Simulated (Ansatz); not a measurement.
# TaC: stiffness from strained cells

Aim: the elastic tensor from the stress of slightly strained cells, and the moduli that follow. Runs: reference run (LAPW); ions clamped (LAPW); at 10 GPa (LAPW). Companion runs by PAW are cited.

The COD entry's cell or inner coordinates are ideal or old and differ from later refinements, so a difference from it is no clean test against experiment.

Computed with Ansatz 0.2.0 (DFT PBEsol, all-electron LAPW, scalar-relativistic unless said, unless a step's input says otherwise).

2 further runs of the same task are left out: 1 for a known fault of the program, 1 set aside as unsound or not needed.

## 1. Starting point

The structure is cubic, space group Fm-3m (No. 225). Conventional cell: a = 4.440 Å, b = 4.440 Å, c = 4.440 Å, α = 90.00°, β = 90.00°, γ = 90.00°. Around Ta (site symmetry m-3m) lie 6 C at 2.22 Å. Around C (site symmetry m-3m) lie 6 Ta at 2.22 Å.

Coordinates:

```cif
data_structure
_symmetry_space_group_name_H-M 'Fm-3m'
_symmetry_Int_Tables_number 225
_cell_length_a 4.4400
_cell_length_b 4.4400
_cell_length_c 4.4400
_cell_angle_alpha 90.000
_cell_angle_beta 90.000
_cell_angle_gamma 90.000
_cell_volume 87.53
loop_
_atom_site_label
_atom_site_type_symbol
_atom_site_symmetry_multiplicity
_atom_site_Wyckoff_symbol
_atom_site_fract_x
_atom_site_fract_y
_atom_site_fract_z
_atom_site_occupancy
Ta1 Ta 4 a 0.00000 0.00000 0.00000 1
C1 C 4 b 0.50000 0.00000 0.00000 1
```

Cartesian axes are those of the input's lattice vectors. The structure goes back to a database entry.

## 2. Reference run, LAPW

Contents of input.yaml:

```yaml
crystal:
  lattice:
    - [0.0, 2.22000097732, 2.22000097732]
    - [2.22000097732, 0.0, 2.22000097732]
    - [2.22000097732, 2.22000097732, 0.0]
  atoms:
    - { symbol: Ta, position: [0.0, 0.0, 0.0] }
    - { symbol: C, position: [0.5, 0.5, 0.5] }
kpoints:
  mp_grid: { grid: [16, 16, 16] }
scf:
  occupations: { method: fermi_dirac, width: 0.1 }
hamiltonian:
  xc: pbesol
  pseudopotentials: { kind: all_electron, lapw: { basis_error: 0.001 } }
elastic:
  mode: relaxed_ion
  stencil: four_point
  amplitude: 0.008
```

Run with:

```bash
> ansatz run input.yaml --threads 1 --pin off --max-ram 2048MiB --backend cpu --events-out ev --progress --plain --runs-dir out
```

## 3. Ions clamped, LAPW

Edit input.yaml of step 2 so:

```diff
@@ -16,3 +16,3 @@
 elastic:
-  mode: relaxed_ion
+  mode: clamped_ion
   stencil: four_point
```

## 4. At 10 GPa, LAPW

Edit input.yaml of step 3 so:

```diff
@@ -2,5 +2,5 @@
   lattice:
-    - [0.0, 2.22000097732, 2.22000097732]
-    - [2.22000097732, 0.0, 2.22000097732]
-    - [2.22000097732, 2.22000097732, 0.0]
+    - [0.0, 2.19974958673, 2.19974958673]
+    - [2.19974958673, 0.0, 2.19974958673]
+    - [2.19974958673, 2.19974958673, 0.0]
   atoms:
@@ -16,3 +16,3 @@
 elastic:
-  mode: clamped_ion
+  mode: relaxed_ion
   stencil: four_point
```

(Steps that only read results are left out.)

**Question.** What will these runs give? Wanted: C11; C12; C44; bulk, shear and Young's modulus; Debye temperature from sound speeds; universal anisotropy index.

The runs gave:

```
                           quantity              value
                         C11 (LAPW)            791 GPa
                         C12 (LAPW)            115 GPa
                         C44 (LAPW)            191 GPa
    bulk, shear and Young's modulus  340, 241, 584 GPa
Debye temperature from sound speeds              596 K
         universal anisotropy index               0.40
```

**Reading.** All eigenvalues are positive, so the crystal is mechanically stable; by LAPW K = 340 and G = 241 GPa, K/G = 1.41, on the brittle side of Pugh's rough line at 1.75, which was drawn for metals. Young's modulus runs from 483 to 761 GPa with direction. PAW's constants lie within 7.5 GPa of LAPW's. Clamping the ions changes no constant by more than 1 GPa. At 10 GPa K rises to 381 GPa. Cautions: responses of metals move with mesh and smearing; no spin-orbit coupling on heavy atoms.
